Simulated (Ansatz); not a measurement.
# The honeycomb AlP bilayer (AB) under a gate

Wanted: Fermi level and gate voltage of the honeycomb AlP bilayer (AB) as it is charged.

Main program and level: Ansatz 0.2.0; plane-wave DFT, PBE-D3(BJ), Ansatz PAW.

**1. The starting structure**

The cell holds 4 atoms: 2 P and 2 Al. Cell: a = 3.940 Å, b = 3.940 Å, c = 38.400 Å, α = 90.0°, β = 90.0°, γ = 120.0°. Regions: layer 1: honeycomb AlP, 2 atoms (1 P and 1 Al); layer 2: honeycomb AlP, 2 atoms (1 P and 1 Al). Vacuum lies along c.

**2. Relaxing the slab**

The starting cell is a guess, so the in-plane lattice and the atoms are relaxed first, with the slab cut off from its images along the normal.

input.yaml

```yaml
crystal:
  lattice:
    - [3.94, 0.0, 0.0]
    - [-1.97, 3.4121400909, 0.0]
    - [0.0, 0.0, 38.3999999991]
  atoms:
    - { symbol: P, position: [0.6666666667, 0.3333333333, 0.4518229167] }
    - { symbol: Al, position: [0.3333333333, 0.6666666667, 0.4596354167] }
    - { symbol: P, position: [0.0, 0.0, 0.5403645833] }
    - { symbol: Al, position: [0.6666666667, 0.3333333333, 0.5481770833] }
  periodic: [true, true, false]
kpoints:
  mp_grid: { grid: [12, 12, 1] }
hamiltonian:
  xc: pbe
  dispersion: d3bj
scf:
  occupations: { method: fermi_dirac, width: 0.05 }
  convergence: { dr2_threshold: 1.0e-09 }
relax:
  f_tol: 0.004
  max_steps: 90
  cell: {}
output:
  write_potential: true
  write_density: true
  volumetric_format: npy
```

Started as:

```sh
$ ansatz run input.yaml --threads 4 --pin off --max-ram 16384MiB --backend cpu --events-out ev --progress --plain --runs-dir out
```

Numbers of over 12 decimals in the logs are rounded to 6 here.

Output:

```text
Warning: relax.cell: scf.convergence.dr2_threshold = 1e-9 eV is looser than the 2.13117374475e-10 eV advised for a relaxation that steers and ends on the stress (1e-10 eV for each atom of the cell: 4, times the square of relax.cell.stress_2d_tol = 0.05 N/m over 13.7 Å (the atoms' height at the walk's start and 5 Å past either face), 3.650e-2 GPa, over a crystal's default 0.05). What an SCF threshold leaves in a stress goes as its square root, and in the free energy as the threshold itself, and one threshold admits the most on a small cell: [figures from the program's tests cut] Set scf.convergence.dr2_threshold to 2.13117374475e-10 eV or tighter. [rest of the remark cut]
Engine: ansatz 0.2.0, aarch64-unknown-linux-gnu
Pseudopotentials: kind: paw
Pseudopotential: P, paw, valence charge 5, recommended cutoff 420 eV (normal), P.paw.azcp
Pseudopotential: Al, paw, valence charge 3, recommended cutoff 420 eV (normal), Al.paw.azcp
Functional definition: PBE
  parameter kappa = 0.804
  parameter beta = 0.066725
  exchange = pbe_x(kappa = kappa, mu = beta*pi^2/3)
  correlation = pbe_c(beta = beta)
Crystal: 4 atoms, lattice volume = 516.243 Å³
Basis set: ecut = 420 eV, 10197 PW (Γ), exchange–correlation on 54×54×540 points (8 copies of the dense FFT grid, shifted against one another)
Bands: 12, of which v1, the nominal top of the filled ones, is band 8 counted from 1 (7 counted from 0)
Symmetry: 6 space group operations
Space group: P3m1 (ITA 156), of the structure as read, at distance tolerance 8.0e-5 Å
k-points: 19 of 144 (time reversal used)
Non-local potential: P, projectors of the file, l = 0: 2, l = 1: 2, l = 2: 2
Non-local potential: Al, projectors of the file, l = 0: 2, l = 1: 2, l = 2: 1
PAW form: soft (Blöchl's): semilocal exchange-correlation on the pseudo side does not see the compensation charge
PAW one-centre angular grid: P, 110 points (default); XC on 64 Gauss nodes
PAW one-centre angular grid: Al, 110 points (default); XC on 64 Gauss nodes
Initial density: superposition of atomic densities (neutral atoms: chi_scale 0, normalization atom), corrected by the library's trained network
Initial wavefunctions: pseudopotential atomic-orbital guess
Functional: x = pbe(κ = 0.804, μ = 0.219515), c = pbe(β = 0.066725)
SCF iter   1: F=—  HF=-2587.576463 eV  |F-HF|=—  |Δ(HF+E_count)|=         —  Δρ=1.54e-3  dr2=4.90e-2  ethr=1.77e-3  ⟨swp⟩=13.1  Hψ=2762  notcnv=0
preconditioner: auto → Resta (q_TF=auto, 1.529 Å⁻¹)  ε∞=1.8  [insulator: Δε(μ)=1.321 eV  Ē_g=7.538 eV  σ=0.050 eV  W_gap=1.00  n_scr=18 (ndim 8)  ℏωp=6.5 eV  f_vac=0.774  D(μ)=0.00/eV (n_scr^D=0)  ε∞_Penn≈1.8  vacuum switching on, ρ_ref=4.1e-3 e/Å³]
SCF iter   2: F=—  HF=-2587.576348 eV  |F-HF|=—  |Δ(HF+E_count)|=   1.15e-4  Δρ=9.01e-4  dr2=3.57e-2  ethr=3.06e-4  ⟨swp⟩=4.3  Hψ=654  notcnv=0
SCF iter   3: F=—  HF=-2587.571885 eV  |F-HF|=—  |Δ(HF+E_count)|=   4.46e-3  Δρ=4.74e-4  dr2=2.53e-3  ethr=2.23e-4  ⟨swp⟩=3.8  Hψ=465  notcnv=0
SCF iter   4: F=—  HF=-2587.572008 eV  |F-HF|=—  |Δ(HF+E_count)|=   1.24e-4  Δρ=1.64e-4  dr2=3.40e-4  ethr=1.58e-5  ⟨swp⟩=2.7  Hψ=411  notcnv=0
SCF iter   5: F=—  HF=-2587.572091 eV  |F-HF|=—  |Δ(HF+E_count)|=   8.25e-5  Δρ=5.58e-5  dr2=1.99e-5  ethr=2.12e-6  ⟨swp⟩=2.7  Hψ=417  notcnv=0
SCF iter   6: F=—  HF=-2587.572125 eV  |F-HF|=—  |Δ(HF+E_count)|=   3.38e-5  Δρ=2.20e-5  dr2=2.44e-6  ethr=1.24e-7  ⟨swp⟩=2.4  Hψ=405  notcnv=0
SCF iter   7: F=—  HF=-2587.572126 eV  |F-HF|=—  |Δ(HF+E_count)|=   1.43e-6  Δρ=2.47e-6  dr2=5.30e-8  ethr=1.53e-8  ⟨swp⟩=2.8  Hψ=441  notcnv=0
SCF iter   8: F=—  HF=-2587.572128 eV  |F-HF|=—  |Δ(HF+E_count)|=   2.16e-6  Δρ=7.33e-7  dr2=4.47e-9  ethr=3.31e-10  ⟨swp⟩=2.9  Hψ=458  notcnv=0
SCF iter   9: F=-2587.572128 eV  HF=-2587.572128 eV  |F-HF|=3.04e-10  |Δ(HF+E_count)|=   3.77e-9  Δρ=1.82e-7  dr2=2.79e-10  ethr=6.25e-12  ⟨swp⟩=11.9  Hψ=1859  notcnv=0
SCF 1 converged in 9 iterations: F = -2587.572128 eV  dr2 = 2.79e-10
  greatest PAW one-centre occupation: 0.783 electrons in one spin orbital (limit 2), on the P atom at site 2 (counted from 0), in its partial waves of l = 0
relax step   1: F+E_penalty+E_count = -2587.57212832 eV  Δ(F+E_penalty+E_count) = +0.000e0 eV  max|allowed force component| = 3.382e-1 eV/Å  Δτ_max = 0.0000 Å  P = -1.577 N/m  Ω = 516.243 Å³  fix = [c, alpha, beta]  reactions: c -0.000 N/m  (9 SCF iters, accepted)
Crystal: 4 atoms, lattice volume = 512.592 Å³
Basis set: ecut = 420 eV, 10137 PW (Γ), exchange–correlation on 54×54×540 points (8 copies of the dense FFT grid, shifted against one another)
Initial density: handed on by an earlier stage of this run
Initial wavefunctions: those handed on with the density
iter 1 solved again at ethr=1.05e-3 eV; its pass at ethr=3.10e-3 eV (dr2=1.69e-1 eV) is discarded
SCF iter   1: F=—  HF=-2587.611154 eV  |F-HF|=—  |Δ(HF+E_count)|=         —  Δρ=3.83e-3  dr2=1.75e-1  ethr=1.05e-3  ⟨swp⟩=1.7  Hψ=2992  notcnv=0
preconditioner: auto → Resta (q_TF=auto, 1.531 Å⁻¹)  ε∞=1.7  [insulator: Δε(μ)=1.048 eV  Ē_g=7.721 eV  σ=0.050 eV  W_gap=1.00  n_scr=18 (ndim 8)  ℏωp=6.6 eV  f_vac=0.783  D(μ)=0.00/eV (n_scr^D=0)  ε∞_Penn≈1.7  vacuum switching on, ρ_ref=4.3e-3 e/Å³]
SCF iter   2: F=—  HF=-2587.597269 eV  |F-HF|=—  |Δ(HF+E_count)|=   1.39e-2  Δρ=1.78e-3  dr2=5.49e-2  ethr=1.05e-3  ⟨swp⟩=3.9  Hψ=557  notcnv=0
SCF iter   3: F=—  HF=-2587.593225 eV  |F-HF|=—  |Δ(HF+E_count)|=   4.04e-3  Δρ=1.14e-3  dr2=1.35e-2  ethr=3.43e-4  ⟨swp⟩=3.2  Hψ=462  notcnv=0
SCF iter   4: F=—  HF=-2587.595207 eV  |F-HF|=—  |Δ(HF+E_count)|=   1.98e-3  Δρ=6.63e-4  dr2=6.64e-3  ethr=8.45e-5  ⟨swp⟩=2.8  Hψ=515  notcnv=0
SCF iter   5: F=—  HF=-2587.595441 eV  |F-HF|=—  |Δ(HF+E_count)|=   2.34e-4  Δρ=2.27e-4  dr2=7.04e-4  ethr=4.15e-5  ⟨swp⟩=1.9  Hψ=292  notcnv=0
SCF iter   6: F=—  HF=-2587.595545 eV  |F-HF|=—  |Δ(HF+E_count)|=   1.04e-4  Δρ=4.30e-5  dr2=1.34e-5  ethr=4.40e-6  ⟨swp⟩=2.5  Hψ=399  notcnv=0
SCF iter   7: F=—  HF=-2587.595579 eV  |F-HF|=—  |Δ(HF+E_count)|=   3.39e-5  Δρ=7.47e-6  dr2=8.12e-7  ethr=8.39e-8  ⟨swp⟩=3.1  Hψ=489  notcnv=0
SCF iter   8: F=—  HF=-2587.595583 eV  |F-HF|=—  |Δ(HF+E_count)|=   3.59e-6  Δρ=1.97e-6  dr2=4.76e-8  ethr=5.08e-9  ⟨swp⟩=2.7  Hψ=419  notcnv=0
SCF iter   9: F=—  HF=-2587.595583 eV  |F-HF|=—  |Δ(HF+E_count)|=   7.12e-9  Δρ=5.41e-7  dr2=2.07e-9  ethr=2.98e-10  ⟨swp⟩=3.2  Hψ=445  notcnv=0
SCF iter  10: F=-2587.595583 eV  HF=-2587.595583 eV  |F-HF|=6.82e-12  |Δ(HF+E_count)|=  6.97e-10  Δρ=1.17e-7  dr2=1.13e-10  ethr=6.25e-12  ⟨swp⟩=11.7  Hψ=1869  notcnv=0
SCF 2 converged in 10 iterations: F = -2587.595583 eV  dr2 = 1.13e-10
[...]
relax step   5: F+E_penalty+E_count = -2587.93840751 eV  Δ(F+E_penalty+E_count) = -1.608e-1 eV  max|allowed force component| = 4.052e-1 eV/Å  Δτ_max = 0.1948 Å  P = -1.015 N/m  Ω = 512.157 Å³  energy of the carried Pulay correction = +1.321e-4 eV  fix = [c, alpha, beta]  reactions: c -0.000 N/m  (11 SCF iters, accepted)
relax step   6: F+E_penalty+E_count = -2588.01781432 eV  Δ(F+E_penalty+E_count) = -7.941e-2 eV  max|allowed force component| = 4.338e-1 eV/Å  Δτ_max = 0.1904 Å  P = -1.457 N/m  Ω = 506.916 Å³  energy of the carried Pulay correction = +3.031e-4 eV  fix = [c, alpha, beta]  reactions: c -0.000 N/m  (9 SCF iters, accepted)
relax step   7: F+E_penalty+E_count = -2588.06316784 eV  Δ(F+E_penalty+E_count) = -4.535e-2 eV  max|allowed force component| = 4.228e-1 eV/Å  Δτ_max = 0.1949 Å  P = -1.381 N/m  Ω = 497.590 Å³  energy of the carried Pulay correction = +6.118e-4 eV  fix = [c, alpha, beta]  reactions: c -0.000 N/m  (11 SCF iters, accepted)
relax step   8: F+E_penalty+E_count = -2588.07683821 eV  Δ(F+E_penalty+E_count) = -1.367e-2 eV  max|allowed force component| = 2.352e-1 eV/Å  Δτ_max = 0.0938 Å  P = +0.161 N/m  Ω = 496.199 Å³  energy of the carried Pulay correction = +6.583e-4 eV  fix = [c, alpha, beta]  reactions: c +0.000 N/m  (9 SCF iters, accepted)
relax step   9: F+E_penalty+E_count = -2588.08724021 eV  Δ(F+E_penalty+E_count) = -1.040e-2 eV  max|allowed force component| = 7.499e-2 eV/Å  Δτ_max = 0.0561 Å  P = +0.343 N/m  Ω = 489.556 Å³  energy of the carried Pulay correction = +8.823e-4 eV  fix = [c, alpha, beta]  reactions: c +0.000 N/m  (9 SCF iters, accepted)
relax step  10: F+E_penalty+E_count = -2588.08865807 eV  Δ(F+E_penalty+E_count) = -1.418e-3 eV  max|allowed force component| = 2.934e-2 eV/Å  Δτ_max = 0.0203 Å  P = +0.045 N/m  Ω = 492.382 Å³  energy of the carried Pulay correction = +7.867e-4 eV  fix = [c, alpha, beta]  reactions: c +0.000 N/m  (8 SCF iters, accepted)
relax step  11: F+E_penalty+E_count = -2588.08874727 eV  Δ(F+E_penalty+E_count) = -8.920e-5 eV  max|allowed force component| = 1.952e-2 eV/Å  Δτ_max = 0.0088 Å  P = -0.058 N/m  Ω = 492.913 Å³  energy of the carried Pulay correction = +7.687e-4 eV  fix = [c, alpha, beta]  reactions: c -0.000 N/m  (8 SCF iters, accepted)
relax step  12: F+E_penalty+E_count = -2588.08881596 eV  Δ(F+E_penalty+E_count) = -6.869e-5 eV  max|allowed force component| = 4.716e-4 eV/Å  Δτ_max = 0.0028 Å  P = -0.002 N/m  Ω = 492.592 Å³  energy of the carried Pulay correction = +7.796e-4 eV  fix = [c, alpha, beta]  reactions: c -0.000 N/m  (8 SCF iters, accepted)
Initial wavefunctions: pseudopotential atomic-orbital guess (no wavefunctions were taken with the density)
iter 1 solved again at ethr=4.19e-7 eV; its pass at ethr=3.10e-3 eV (dr2=6.70e-5 eV) is discarded
SCF iter   1: F=—  HF=-2588.088326 eV  |F-HF|=—  |Δ(HF+E_count)|=         —  Δρ=1.13e-5  dr2=7.02e-8  ethr=4.19e-7  ⟨swp⟩=5.2  Hψ=3992  notcnv=0
eigensolver tolerance schedule: the retry pair's looser diagonalisation over-reported the residual by 954.54 of it (diagonalisation noise at 0.15 of the residual, at the tolerance the schedule requests for it); recorded, not acted on — ethr = c·dr2/N_el stays at c = 1.0e-1
preconditioner: auto → Resta (q_TF=auto, 1.541 Å⁻¹)  ε∞=1.7  [insulator: Δε(μ)=0.908 eV  Ē_g=7.921 eV  σ=0.050 eV  W_gap=1.00  n_scr=18 (ndim 8)  ℏωp=6.7 eV  f_vac=0.788  D(μ)=0.00/eV (n_scr^D=0)  ε∞_Penn≈1.7  vacuum switching on, ρ_ref=4.6e-3 e/Å³]
SCF iter   2: F=—  HF=-2588.088290 eV  |F-HF|=—  |Δ(HF+E_count)|=   3.52e-5  Δρ=5.91e-6  dr2=2.77e-8  ethr=4.39e-10  ⟨swp⟩=4.2  Hψ=653  notcnv=0
SCF iter   3: F=—  HF=-2588.088291 eV  |F-HF|=—  |Δ(HF+E_count)|=   2.30e-7  Δρ=2.48e-6  dr2=7.24e-9  ethr=1.73e-10  ⟨swp⟩=2.4  Hψ=389  notcnv=0
SCF iter   4: F=—  HF=-2588.088291 eV  |F-HF|=—  |Δ(HF+E_count)|=   4.90e-8  Δρ=3.15e-7  dr2=3.03e-9  ethr=4.52e-11  ⟨swp⟩=3.2  Hψ=487  notcnv=0
SCF iter   5: F=—  HF=-2588.088291 eV  |F-HF|=—  |Δ(HF+E_count)|=  2.72e-10  Δρ=2.18e-7  dr2=2.91e-9  ethr=1.89e-11  ⟨swp⟩=2.0  Hψ=298  notcnv=0
SCF iter   6: F=-2588.088291 eV  HF=-2588.088291 eV  |F-HF|=4.82e-10  |Δ(HF+E_count)|=  1.47e-10  Δρ=1.04e-7  dr2=5.28e-10  ethr=6.25e-12  ⟨swp⟩=11.5  Hψ=1900  notcnv=0
SCF 13 converged in 6 iterations: F = -2588.088291 eV  dr2 = 5.28e-10
relax step  13: F+E_penalty+E_count = -2588.08829061 eV  Δ(F+E_penalty+E_count) = +5.253e-4 eV  max|allowed force component| = 3.811e-4 eV/Å  Δτ_max = 0.0000 Å  P = -0.013 N/m  Ω = 492.592 Å³  fix = [c, alpha, beta]  reactions: c -0.000 N/m  stress off target by 1.28e-2 N/m on what of the cell is left free  SCF on the basis re-selected at this cell (its energy is not comparable with the rows above)  (6 SCF iters)
basis re-selected at this cell: Δ(F+E_penalty+E_count) = +5.253e-4 eV, ΔP = -0.011 N/m vs the last step (what re-selecting the basis moved, of the pressure what is left beyond the Pulay correction that the steps carried, after the strain that the cell walked since its last selection, with what the two solves' SCF thresholds leave and, on support functions, any second-order correction that the steps lacked; it is no m [...]
SCF converged after 6 iterations
Free energy (F): -2588.088291 eV
Harris-Foulkes:  -2588.088291 eV  (|F-HF|=4.82e-10)
Internal energy: -2588.088273 eV  (E = F + TS)
E sigma→0 (E₀):  -2588.088282 eV
Entropy (-TS):   -0.000018 eV (-0.004 meV/atom)
Fermi energy:    -5.434965 eV
--- Per-component energies (eV) ---
  E_band       = -163.293148
  E_kinetic    = 185.618421
  E_local      = -14189.894969  (includes V_loc(G=0)·N_el)
  E_nonlocal   = 89.169546
  E_hartree    = 6976.330951
  E_xc         = -201.650169
  E_vxc        = -178.193367  (∫ρ·V_xc dr)
  E_paw        = -2073.712306  (= ΣΔE_a)
  E_vpaw       = -22.654689  (= ΣTr[D̂ρ^β])
  E_aug_tail   = 0.000003  (compensation charges beyond the density's cutoff)
  E_ewald      = 6626.934672
  E_disp       = -0.884421  (pairwise vdW)
  E_smearing   = -0.000018  (= −TS)
  E_closure    = -0.000000  (closes the sum)
  Σ components = -2588.088291   (vs F -2588.088291, Δ=0.00e0)
--- Forces (eV/Å), atoms counted from 1 ---
  atom   1  P     -0.00000000     0.00000000     0.00037893
  atom   2  Al     0.00000000    -0.00000000    -0.00025724
  atom   3  P     -0.00000000     0.00000000     0.00024603
  atom   4  Al     0.00000000    -0.00000000    -0.00037642
  max |Σ_I F_I| component: 8.69e-6 eV/Å
--- 2D stress c σ (N/m, compression-positive) ---
       -0.012833       0.000000       0.000000
        0.000000      -0.012833      -0.000000
        0.000000      -0.000000      -0.000000
  P = ½ c Tr σ = -0.0128 N/m
--- Band table (eV; the first three rows and the last of 19) ---
  k-point 0: bands = [... 4 lower, -6.9005, -6.3858, -5.9653, -5.9653, -3.3709, -2.7485, -1.8178, -1.8178]
  k-point 1: bands = [... 4 lower, -7.0316, -6.4148, -6.3099, -6.0377, -3.0746, -2.4817, -1.8834, -1.5948]
  k-point 2: bands = [... 4 lower, -7.3342, -7.2999, -6.2358, -6.1936, -3.3235, -2.1386, -1.8057, -1.0130]
  k-point 18: bands = [... 4 lower, -9.7482, -9.0113, -7.3243, -6.0660, -4.4881, -1.8247, -1.0440, 0.3333]
  the weakly bound empty levels are not read free of the cell's end (no_gap_told)
--- Relaxed structure (12 steps of the walk, 12 accepted, 1 SCFs on fresh bases) ---
  F+E_penalty+E_count = -2588.08829061 eV   max|allowed force component| = 3.811e-4 eV/Å   (the final SCF, on the basis selected at the relaxed cell)
  cell:  # Å, volume = 492.5924 Å³
    - [3.848690, -3.3791453500246972e-18, 0]
    - [-1.924345, 3.333063, 0]
    - [0, 0, 38.3999999991]
  atoms:
    - { symbol: P, position: [0.666667, 0.333333, 0.456527] }
    - { symbol: Al, position: [0.333333, 0.666667, 0.473481] }
    - { symbol: P, position: [2.161767422634707e-17, -9.251858538489118e-17, 0.544311] }
    - { symbol: Al, position: [0.666667, 0.333333, 0.525680] }
```

Run time: 47 s. Hardware: 4 threads of Arm Neoverse V1, shared host; peak memory 0.69 GiB.

Relaxation path:

| step | energy less that of the first step (eV) | largest force component (eV/Å) | volume (Å³) |
| --- | --- | --- | --- |
| 1 | 0.0000 | 0.3382 | 516.24 |
| 2 | -0.0235 | 0.4589 | 512.59 |
| 3 | -0.0756 | 0.4477 | 513.34 |
| 4 | -0.2055 | 0.5540 | 513.56 |
| 5 | -0.3663 | 0.4052 | 512.16 |
| 6 | -0.4457 | 0.4338 | 506.92 |
| 7 | -0.4910 | 0.4228 | 497.59 |
| 8 | -0.5047 | 0.2352 | 496.20 |
| 9 | -0.5151 | 0.0750 | 489.56 |
| 10 | -0.5165 | 0.0293 | 492.38 |
| 11 | -0.5166 | 0.0195 | 492.91 |
| 12 | -0.5167 | 0.0005 | 492.59 |
| 13* | -0.5162 | 0.0004 | 492.59 |

Relaxation steps marked * repeat the geometry before them on a plane-wave basis chosen anew for their cell, so energy and pressure can jump there.

The run keeps the 6 symmetry operations that it works with, so distortions that break them were not tested.

| cell as run | before | after | change |
| --- | --- | --- | --- |
| a (Å) | 3.940 | 3.849 | -2.3 % |
| b (Å) | 3.940 | 3.849 | -2.3 % |

The atoms that moved most (Å, along periodic axes as changes of fractional coordinates times the final cell, across vacuum about the mean position):

| atom | dx | dy | dz | length |
| --- | --- | --- | --- | --- |
| Al4 | 0.000 | 0.000 | -0.864 | 0.864 |
| Al2 | 0.000 | 0.000 | 0.532 | 0.532 |
| P1 | 0.000 | 0.000 | 0.181 | 0.181 |
| P3 | 0.000 | 0.000 | 0.152 | 0.152 |

The relaxed structure:

```xyz
4
Lattice="3.8487 0.0000 0.0000 -1.9243 3.3331 0.0000 0.0000 0.0000 38.4000" Properties=species:S:1:pos:R:3
P     1.9243    1.1110   17.5306
Al    0.0000    2.2220   18.1817
P     0.0000    0.0000   20.9016
Al    1.9243    1.1110   20.1861
```

The lattice constant a goes from 3.940 to 3.849 Å.

(Continued in part 2 of 4.)

[Logs are printed without paths, hosts, clocks, repeated set-up lines and the standing remarks that a program may print on its own settings, such as how far it seeks lower states.]

[Hosts, paths, dates, database ids (printed as entryN), source tags and the programs' standing remarks are cut or masked in the printed files.]

[Maps of the electrostatic potential energy from Ansatz leave out the sawtooth potential of an applied field or a dipole correction, so their vacuum need not be flat; planar profiles and work functions include it.]
